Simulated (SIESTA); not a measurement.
**Ca in SIESTA: convergence with EnergyShift**

The system is Ca, a slab with vacuum.

```xyz
4
Lattice="3.8461 0.0000 0.0000 -1.5605 3.5153 0.0000 0.0000 0.0000 24.5635" Properties=species:S:1:pos:R:3 pbc="T T T"
Ca   -0.8182    3.0327    7.5000
Ca    1.4788    1.5392   10.6878
Ca    3.7758    0.0457   13.8756
Ca    0.6663    2.0674   17.0635
```

The slab is cut from a database's or a generator's crystal, which needn't be the stable form of the element.

| Property | Result |
| --- | --- |
| Program | SIESTA 5.4.2 |
| Task | single point |
| Functional | PBE |
| Potentials or basis | PseudoDojo 0.4 standard (PBE files) |
| Basis | DZP (energy shift 0.05 Ry; two zetas on semicore shells; d shell added on Ca) |
| Grid cutoff | 800 Ry |
| Energy shift | 0.05 Ry |
| k mesh | 6 × 6 × 1 |
| Occupations | fermi-dirac, width 0.05 eV |
| Spin | no spin polarisation |

These are the settings of the first run; the series varies EnergyShift, with any setting tied to it.

Hardware: 1 thread of Arm Neoverse V2 (shared host).

| EnergyShift | energy less the tightest run, at zero smearing (meV/atom) | largest force (eV/Å) | SCF cycles | CPU time (s) | peak memory (GiB) |
| --- | --- | --- | --- | --- | --- |
| 0.05 | 3135.74 | 0.339 | 12 | 35 | 0.43 |
| 0.03 | 1745.58 | 0.204 | 11 | 37 | 0.46 |
| 0.02 | 1085.88 | 0.147 | 12 | 44 | 0.48 |
| 0.01 | 474.65 | 0.097 | 13 | 56 | 0.53 |
| 0.005 | 200.98 | 0.078 | 14 | 72 | 0.58 |
| 0.003 | 100.76 | 0.073 | 13 | 77 | 0.61 |
| 0.002 | 51.39 | 0.073 | 14 | 81 | 0.61 |
| 0.001 | 0.00 | 0.073 | 14 | 82 | 0.62 |

Against the tightest run, the largest force stays within 0.005 eV/Å from 0.005 on. Not settled before the last step: the energy (to 1 meV/atom). The tightest run that finished is the yardstick and may itself not be fully converged.
